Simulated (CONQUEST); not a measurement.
Crystal: Hf.

```xyz
2
Lattice="3.6100 0.0000 0.0000 0.0000 3.6100 0.0000 0.0000 0.0000 3.6100" Properties=species:S:1:pos:R:3 pbc="T T T"
Hf    0.0000    0.0000    0.0000
Hf    1.8050    1.8050    1.8050
```

This isn't the form of Hf at room conditions, which is hcp.

Base run:

- Program: CONQUEST 1.3
- Functional: PBE
- Potentials or basis: PseudoDojo NC PBE, DZ, grid cutoff 120 Ha
- k mesh: 7 × 7 × 7
- Occupations: fermi-dirac, width 0.05 eV
- Spin: no spin polarisation

Its results: band gap on the k mesh none (metal or under the smearing width); pressure -8.2 GPa.

**Question.** The run is repeated on the same cell with these changes: potentials or basis from PseudoDojo NC PBE, DZ, grid cutoff 120 Ha to PseudoDojo NC PBE, DZP, grid cutoff 120 Ha. What comes out?

**Answer.** Band gap on the k mesh none (metal or under the smearing width); pressure -4.9 GPa.

Caveats: the box holds several primitive cells, so bands are folded and the points are those of the box's own zone; the basis of atomic orbitals isn't converged, which shifts pressures, moduli and gaps; the atomic basis is small (some runs).
